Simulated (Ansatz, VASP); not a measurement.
## One calculation of Ti2H7, two programs

```xyz
9
Lattice="0.0000 2.9838 2.9838 2.9838 0.0000 2.9838 2.9838 2.9838 0.0000" Properties=species:S:1:pos:R:3 pbc="T T T"
Ti    1.4919    1.4919    1.4919
Ti    4.4757    4.4757    4.4757
H     4.4917    2.9838    2.9838
H     1.4759    2.9838    2.9838
H     2.9838    4.4917    2.9838
H     2.9838    1.4759    2.9838
H     2.9838    2.9838    4.4917
H     2.9838    2.9838    1.4759
H     2.9838    2.9838    2.9838
```

Alike in both runs: task single point; functional PBE; k mesh 6 × 6 × 6; occupations gaussian, width 0.1 eV; no spin polarisation.

|  | VASP | Ansatz |
| --- | --- | --- |
| version | VASP 6.6.1 | Ansatz 0.2.0 |
| potentials or method | VASP PAW PBE potentials, release 64 (Ti_sv, H) | scalar-relativistic, plane waves, PAW |
| plane-wave cutoff (eV) | 520 | 420 |
| valence electrons in the cell | 31 | 31 |

```csv
,VASP,Ansatz,Ansatz less VASP
gap on the k mesh at the Fermi level (eV),none,none,-
pressure (GPa),-7.7,-7.5,+0.19
rms of the force components (eV/Å),0.047,0.048,+0.0008
```

Atom by atom the forces differ by 0.001 eV/Å (rms over components). A gap of «none» marks a metal or a gap that the smearing closes. With one functional, cell and mesh, what is left measures potentials, basis and numerics.
